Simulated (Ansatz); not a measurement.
# TiSi₂ (Cmcm), a film clamped to a substrate

Level of theory: DFT PBE, scalar-relativistic, plane waves, PAW (Ansatz 0.2.0). The runs took a 420 eV cutoff, a Γ-centred 14×14×14 mesh and Gaussian smearing (0.15 eV). No spin polarisation. Energies are free energies at this smearing, counted from the undisturbed cell; pressure is positive in compression.

The undisturbed cell (relaxed at this level; this form isn't the usual structure):

```xyz
6
Lattice="1.7738 -6.7803 0.0000 1.7738 6.7803 0.0000 0.0000 0.0000 3.5792" Properties=species:S:1:pos:R:3 pbc="T T T"
Ti    1.7738   -5.3811    2.6844
Ti    1.7738    5.3811    0.8948
Si    1.7738   -0.8021    2.6844
Si    1.7738    0.8021    0.8948
Si    1.7738    3.3925    2.6844
Si    1.7738   -3.3925    0.8948
```

The cell (6 atoms, V0 = 86.09 Å³) is strained by p along both x and y and by q along z, fractional coordinates fixed. τp = (1/V0) ∂E/∂p = (σxx + σyy)(1 + p)(1 + q) and τq = (1/V0) ∂E/∂q = σzz(1 + p)², with tension positive.

```csv
p,q,ΔE (meV/atom),τp (GPa),τq (GPa)
0.000,0.000,0.00,0.04,-0.04
-0.050,0.000,78.26,-37.55,-9.24
0.050,0.000,59.79,24.98,7.07
0.000,-0.050,38.29,-9.46,-17.86
0.000,0.050,31.05,7.04,13.17
```

**Question.** Get the second derivatives of the energy density.

**Answer.** Central differences give A = ∂τp/∂p = 625 GPa (C11 + C22 + 2 C12), C = ∂τq/∂q = 310 GPa (C33) and the cross term B = ∂τq/∂p = 163 GPa (C13 + C23); ∂τp/∂q = 165 GPa must equal B, and any difference shows higher-order terms. Steps this large leave an error of some per cent of A or C in all of these, which can swamp a small B. The ions are clamped.

**Question.** A film of this crystal grows with z along the normal on a substrate that imposes p. How does its thickness respond, and what does the misfit cost?

**Answer.** Count p and q from the stress-free cell. A free surface needs τq = 0, so q = −(B/C) p = -0.53 p. The energy density left is (A − B²/C) p²/2 = M p², with the biaxial modulus M = 270 GPa; a misfit of 1 % costs 2.42 meV/atom, against 2.80 meV/atom if the thickness were held.

At p = 0.050 the energies along q are 60.3 (q = -0.050), 59.8 (q = 0.000), 118.1 (q = 0.050) meV/atom.

**Question.** Does the linear rule hold at this misfit?

**Answer.** A parabola through the lowest point and its neighbours has its minimum at q = -0.025, 52.7 meV/atom. With the stress left in the starting cell, τp0 and τq0, linear elasticity gives q = −(τq0 + Bp)/C = -0.026 and E = V0(τp0 p + τq0 q + Ap²/2 + Bpq + Cq²/2)/N = 60.7 meV/atom. The energies differ by more than a tenth, so the quadratic law fails here: the gap holds the anharmonic part, with some error from the wide steps. Cubic terms also shift the vertex of so wide a parabola.

Forces appear on the atoms along this scan, and letting them relax would lower the energy and soften the response. In a metal these slopes depend on the k mesh and the smearing.

The film thins under in-plane tension, but by far less than would conserve its volume, so most of the misfit remains as a change in density and letting the thickness adjust recovers only a modest part of the energy. This is probably the mark of directional bonding. Si zigzag chains run along the film normal and flat Si nets also contain that direction, so thinning must compress or bend Si–Si and Ti–Si bonds as well as rearrange the metallic charge.

Compression costs more than equal extension along both strain paths, 78.26 against 59.79 meV/atom in the plane, because short-range repulsion steepens as atoms approach while bonds weaken on stretching. The same asymmetry explains why the quadratic law overestimates the cost of the large tensile misfit; for a compressive one it would probably err the other way. Since the in-plane strain acts equally on a short axis and on the long stacking axis, the biaxial modulus can't show which of the two carries more of the load.
